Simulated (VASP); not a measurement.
## Sn: equation of state with PBE+D3(BJ)

Crystal: Sn.

```xyz
2
Lattice="-2.9024 2.9024 1.6177 2.9024 -2.9024 1.6177 2.9024 2.9024 -1.6177" Properties=species:S:1:pos:R:3 pbc="T T T"
Sn    0.0000    0.0000    0.0000
Sn    0.0000    2.9024    0.8089
```

| Property | Result |
| --- | --- |
| Program | VASP 6.6.1 |
| Task | equation of state |
| Functional | PBE |
| Dispersion | D3(BJ) |
| Potentials or basis | VASP PAW PBE potentials, release 64 (Sn_d) |
| Cutoff | 520 eV |
| k mesh | 8 × 8 × 8 |
| Occupations | fermi-dirac, width 0.05 eV |
| Spin | no spin polarisation |

```
Equilibrium volume                        : 27.26 Å³/atom
Bulk modulus at fixed shape and positions : 54 GPa
Pressure derivative of the bulk modulus   : 4.6 (rough: it moves with the points fitted)
```

Energy against volume, from the lowest point:
| volume (Å³/atom) | energy (meV/atom) |
| --- | --- |
| 26.165 | 7.93 |
| 26.711 | 1.93 |
| 27.256 | 0.00 |
| 27.801 | 1.73 |
| 28.346 | 6.73 |

All runs of the series together: 93 s on 1 thread of Intel(R) Xeon(R) 6975P-C (Granite Rapids), on a shared host.

Caveat: the cell was scaled at fixed shape and fractional positions, which overstates the stiffness of a crystal with free parameters, most of all of layers and chains.
